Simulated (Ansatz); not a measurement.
Stackings of close-packed layers of TaN (capitals for Ta, lower case for the other element), each relaxed to a stress under 0.05 GPa; energies count from the stacking AcBaCb (R-3m).

The calculation used DFT PBE, scalar-relativistic, plane waves, PAW (Ansatz).

Cutoff 420 eV, Gaussian smearing of 0.10 eV, energies at zero smearing, symmetry of each start kept, no spin polarisation.

| start | atoms | k mesh | excess energy (meV/atom) | excess energy on a denser mesh (meV/atom) | spacing of like layers (Å) | a (Å) | denser mesh |
| --- | --- | --- | --- | --- | --- | --- | --- |
| AbAc* | 4 | 12×12×9 | -88.6 | -89.6 | 2.957 | 2.918 | 21×21×18 |
| AcBaCaBaCbAbCb | 14 | 12×12×3 | -86.3 | -85.8 | 2.788 | 2.988 | 21×21×6 |
| AcBcAcBaCbAcBc | 14 | 12×12×3 | -98.5 | -99.1 | 2.752 | 3.006 | 21×21×6 |

Zero in every row: gap on the mesh (eV).

* ends far from its start.

Spin-orbit coupling is left out, which matters for the bands of heavy elements.

Small energy differences in metals hang on the k mesh (about 10 mJ/m² or 1 to 2 meV/atom on the mesh of the relaxation).

The reference crystal is a form of TaN, which isn't its usual structure.